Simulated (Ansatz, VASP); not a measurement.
## Two plane-wave programs on Pt

```
Pt
1.0
     0.00000    1.94565    1.94565
     1.94565    0.00000    1.94565
     1.94565    1.94565    0.00000
Pt
1
Direct
  0.00000 0.00000 0.00000
```

Alike in both runs: task relaxation of cell and atoms; functional LDA; k mesh 16 × 16 × 16; occupations gaussian, width 0.1 eV; no spin polarisation.

|  | VASP | Ansatz |
| --- | --- | --- |
| version | VASP 6.6.1 | Ansatz 0.2.0 |
| potentials or method | VASP PAW LDA potentials, release 64 (Pt) | scalar-relativistic, plane waves, PAW |
| plane-wave cutoff (eV) | 600 | 420 |
| valence electrons in the cell | 10 | 18 |

```csv
,VASP,Ansatz,Ansatz less VASP
"gap on the k mesh at the Fermi level, each at its own relaxed structure (eV)",none,none,-
relaxed volume (Å³/atom),14.80,14.76,-0.042
relaxed cell length with the largest relative difference (Å),2.756,2.753,-0.0026
```

A gap of «none» marks a metal or a gap that the smearing closes. The two sets of potentials don't hold the same shells in valence. Ansatz warned: «pseudo_functional_mismatch».

Spin-orbit coupling is left out, which matters for the levels of Pt.
